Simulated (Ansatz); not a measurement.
The system is CoO.

```xyz
2
Lattice="-1.5080 1.5080 2.1072 1.5080 -1.5080 2.1072 1.5080 1.5080 -2.1072" Properties=species:S:1:pos:R:3 pbc="T T T"
Co    0.0000    0.0000    0.0000
O     0.0000    0.0000    2.1072
```

Base run:

- Program: Ansatz 0.2.0
- Functional: PBE
- Potentials or basis: Ansatz PAW
- Cutoff: 420 eV (not typed: the program's choice for these potentials)
- k mesh: 12 × 12 × 12
- Occupations: fermi-dirac, width 0.05 eV
- Spin: collinear spin, ferromagnetic start
- Starting moments: [2.0, 0.0] μB

Its results: band gap on the k mesh none (metal or under the smearing width); pressure 0.0 GPa; net moment 2.92 μB per cell; site moments Co +2.48; O +0.32 μB.

Question: The run is repeated on the same cell with these changes: functional from PBE to r2SCAN; cutoff from 420 eV (not typed: the program's choice for these potentials) to 500 eV (not typed: the program's choice for these potentials). What comes out?

Answer: Band gap on the k mesh 0.34 eV, indirect (least direct gap 1.31 eV); pressure 0.3 GPa; net moment 3.00 μB per cell; site moments Co +2.59; O +0.28 μB.

r2SCAN gives the wider gap, since meta-GGAs in the generalised Kohn-Sham scheme recover part of the derivative discontinuity.

Caveats: a cell with one magnetic atom can't hold antiferromagnetic order, which such compounds often take; semilocal functionals often make such compounds metallic where correlation or magnetic order opens a gap, which also shifts bond lengths (some runs); the magnetic or orbital state may not be the lowest (some runs); the PAW data sets come from PBE, with cores solved anew for the run's functional, which leaves a small shift of forces and pressure (some runs).
